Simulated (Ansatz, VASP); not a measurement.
# AlGa3As2: VASP beside Ansatz

```
Al Ga As
1.0
     4.27997    0.00000    0.00000
    -2.13999    3.70656    0.00000
     0.00000    0.00000    7.73347
Al Ga As
1 3 2
Cartesian
  2.1400 1.2355 3.8667
  2.1400 1.2355 0.0000
  0.0000 0.0000 3.8667
  0.0000 0.0000 0.0000
  0.0000 2.4710 5.6540
  0.0000 2.4710 2.0794
```

Change from the starting cell: species swapped into the Ce2CuSi3 type (P-6m2, No. 187).

Alike in both runs: functional PBE; k mesh 6 × 6 × 2; occupations gaussian, width 0.1 eV; no spin polarisation.

Ansatz relaxed the structure, and its values are those at the end. VASP's run is a single point on that final structure, the one shown.

|  | VASP | Ansatz |
| --- | --- | --- |
| version | VASP 6.6.1 | Ansatz 0.2.0 |
| potentials or method | VASP PAW PBE potentials, release 64 (Al, Ga_d, As) | scalar-relativistic, plane waves, PAW |
| plane-wave cutoff (eV) | 520 | 420 |
| valence electrons in the cell | 52 | 72 |

```csv
,VASP,Ansatz,Ansatz less VASP
gap on the k mesh at the Fermi level (eV),none,none,-
pressure (GPa),0.2,0.1,-0.06
rms of the force components (eV/Å),0.007,0.006,-0.0011
```

A gap of «none» marks a metal or a gap that the smearing closes. With one functional, cell and mesh, what is left measures potentials, basis and numerics. The two sets of potentials don't hold the same shells in valence.

Caveats: the k mesh is coarse (spacing up to 0.41 Å⁻¹), so the values aren't converged.
